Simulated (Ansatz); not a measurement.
**Squeezing Se (begun as hcp type, now distorted hcp)**

```
Se
1.0
     3.66479    0.00000    0.00000
    -1.83240    3.17381    0.00000
     0.00000    0.00000    3.83664
Se
2
Direct
  0.33333 0.66667 0.25000
  0.66667 0.33333 0.75000
```

The cell comes from a relaxation on PAW files under the same functional, begun from a prototype that needn't be the stable phase.

The start type wasn't kept: the relaxed cell is distorted hcp.

Its volume is scaled, and at each volume shape and atoms are relaxed on PAW files; all methods then take that cell.

Level of theory: DFT with PBE, scalar-relativistic, in Ansatz 0.2.0; a Γ-centred 14×14×8 k mesh, Fermi–Dirac smearing of 0.08 eV, no spin polarisation. LAPW: all electrons, basis error target 1 meV/atom; PAW: frozen-core files, cutoff 420 eV; crystal datasets: all electrons, by PAW datasets that the program makes for each cell; norm-conserving: pseudopotentials, cutoff 1170 eV; PAW (core large): files with a larger core, cutoff 420 eV.

Energies are extrapolated to zero smearing and count from the unscaled cell; pressure is positive in compression; gaps take the mesh and a band path. No temperature or zero-point motion is included.

```
V/V0  V (Å³/atom)  P LAPW (GPa)  ΔE LAPW (eV/atom)  P PAW − LAPW (GPa)  ΔE PAW − LAPW (meV/atom)  space group  shortest distance (Å)
1.00        22.31          0.00              0.000                0.01                       0.0     P6_3/mmc                  2.856
0.92        20.53          5.51              0.028                0.01                       0.2     P6_3/mmc                  2.791
0.84        18.74         14.03              0.133                0.01                       0.3     P6_3/mmc                      ?
0.76        16.96          26.6              0.355                0.01                       0.4     P6_3/mmc                      ?
0.68        15.17          45.4              0.755                0.01                       0.6     P6_3/mmc                  2.608
0.60        13.39          78.3              1.423                0.00                       0.7     P6_3/mmc                  2.556
0.52        11.60         140.1              2.601               -0.05                       0.5     P6_3/mmc                  2.476
0.45        10.04         240.3              4.408               -0.12                      -0.3     P6_3/mmc                  2.369
```

Q: Give the missing entry: row "0.84", column "shortest distance (Å)".

A: 2.723.

Q: Fill in "shortest distance (Å)" for the row "0.76".

A: 2.657.

Q: At the smallest volume, how far do crystal datasets and norm-conserving and PAW (core large) lie from LAPW in pressure?

A: crystal datasets: 0.00 GPa; norm-conserving: -0.72 GPa; PAW (core large): +0.82 GPa, on a LAPW pressure of 240.3 GPa.
